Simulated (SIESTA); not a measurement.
The system is Y.

```xyz
4
Lattice="3.6425 0.0000 0.0000 -1.8213 3.1545 0.0000 0.0000 0.0000 11.8441" Properties=species:S:1:pos:R:3 pbc="T T T"
Y     1.8213    1.0515    8.8831
Y     0.0000    0.0000    5.9221
Y     0.0000    2.1030    2.9610
Y     0.0000    0.0000    0.0000
```

- Program: SIESTA 5.4.2
- Task: single point
- Functional: PBEsol
- Potentials or basis: PseudoDojo 0.4 standard (PBEsol files)
- Basis: DZP (energy shift 0.003 Ry; two zetas on semicore shells)
- Grid cutoff: 800 Ry
- Energy shift: 0.003 Ry
- k mesh: 8 × 8 × 3
- Occupations: fermi-dirac, width 0.05 eV
- Spin: no spin polarisation

On this cell: pressure -3.4 GPa; largest force under 0.003 eV/Å; band gap on the k mesh none (metal or under the smearing width).

The same run follows on a disturbed copy (atoms moved at random, drawn with an rms of 0.05 Å):

```
Y
1.0
     3.64254    0.00000    0.00000
    -1.82127    3.15454    0.00000
     0.00000    0.00000   11.84413
Y
4
Direct
  0.67778 0.33328 0.75145
  0.99857 0.98937 0.50459
  0.34126 0.67218 0.25273
  0.99905 0.99244 0.99907
```

Task: What changes?

Result: The energy (extrapolated to zero smearing) moves by +1.3 meV/atom; pressure -3.4 GPa; largest force 0.108 eV/Å; band gap on the k mesh none (metal or under the smearing width).

Forces in eV/Å, atoms in the order of the input:
```
Y   -0.032 -0.033  0.018
Y    0.018  0.045 -0.088
Y   -0.008 -0.047 -0.029
Y    0.021  0.035  0.099
```

Stress tensor (GPa, compression positive):
```
-3.22 -0.03  0.00
-0.03 -3.25  0.00
 0.00  0.00 -3.75
```

Caveats: the basis of atomic orbitals isn't converged, which shifts pressures, moduli and gaps.
